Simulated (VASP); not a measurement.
Input of a VASP 6.6.1 run:

The input INCAR:

```
PREC = Accurate ; ENCUT = 600
EDIFF = 1E-7 ; ISMEAR = 1
SIGMA = 0.1 ; LREAL = F
LASPH = T ; NELM = 80
ALGO = Normal ; ISIF = 2
LWAVE = F ; LCHARG = F
METAGGA = R2SCAN ; LMIXTAU = T
IBRION = 2 ; NSW = 40
EDIFFG = -0.01
```

Contents of KPOINTS:

```
regular mesh
0
Gamma
  16 16 16
```

POSCAR

```
Rh                                      
1.0
    0.0000000000      1.8636823267      1.8636823267
    1.8636823267      0.0000000000      1.8636823267
    1.8636823267      1.8636823267      0.0000000000
  Rh            
     1
Direct
     0.0000000000000000    0.0000000000000000    0.0000000000000000
```

Potentials or basis: VASP PAW PBE potentials, release 64 (Rh_pv).

Launch:

```console
$ cat potpaw_PBE.64/Rh_pv/POTCAR > POTCAR
$ mpirun -np 1 vasp_std > vasp.out
```

Problem. What does it give for the band gap on the k mesh?

Solution. None (metal or under the smearing width).

Final structure:
```xyz
1
Lattice="0.0000 1.8637 1.8637 1.8637 0.0000 1.8637 1.8637 1.8637 0.0000" Properties=species:S:1:pos:R:3 pbc="T T T"
Rh    0.0000    0.0000    0.0000
```

Caveat: the relaxation stopped at its first step, so nothing moved.
